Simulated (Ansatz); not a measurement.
# P (bcc type): the cost of one run

Method: DFT, PBE, PAW with Ansatz's default frozen-core files, scalar-relativistic, in Ansatz 0.2.0.

1 further run of the same task is left out (set aside as unsound or not needed).

**1. The starting structure**

The structure is cubic, space group Im-3m (No. 229). The conventional cell has a = 3.107 Å, b = 3.107 Å, c = 3.107 Å, α = 90.00°, β = 90.00°, γ = 90.00°. P (site symmetry m-3m) is surrounded by 8 P at 2.69 Å.

As a file:

```
CELL_PARAMETERS angstrom
-1.55362 1.55362 1.55362
1.55362 -1.55362 1.55362
1.55362 1.55362 -1.55362
ATOMIC_POSITIONS crystal
P 0.00000 0.00000 0.00000
```

Whether this phase is the stable one at these pressures isn't tested.

**2. Cell relaxed at zero pressure, PAW**

input.yaml reads:

```yaml
crystal:
  lattice:
    - [-1.553616253, 1.553616253, 1.553616253]
    - [1.553616253, -1.553616253, 1.553616253]
    - [1.553616253, 1.553616253, -1.553616253]
  atoms:
    - { symbol: P, position: [0.0, 0.0, 0.0] }
kpoints:
  mp_grid: { grid: [17, 17, 17] }
scf:
  occupations: { method: fermi_dirac, width: 0.1 }
hamiltonian:
  xc: pbe
  pseudopotentials: { kind: paw }
output:
  forces: true
  stress: true
  write_density: true
  write_potential: true
  elf: true
  volumetric_format: npy
relax:
  f_tol: 0.005
  max_steps: 40
  cell: {}
```

The run is started by

```
$ ansatz run input.yaml --threads 1 --pin off --max-ram 2048MiB --backend cpu --events-out ev --progress --plain --runs-dir out
```

Q: Estimate wall time and peak memory on 1 thread of Intel Xeon Platinum 8488C (Sapphire Rapids), shared host.

About 3.8 s, with a peak of 0.34 GiB.
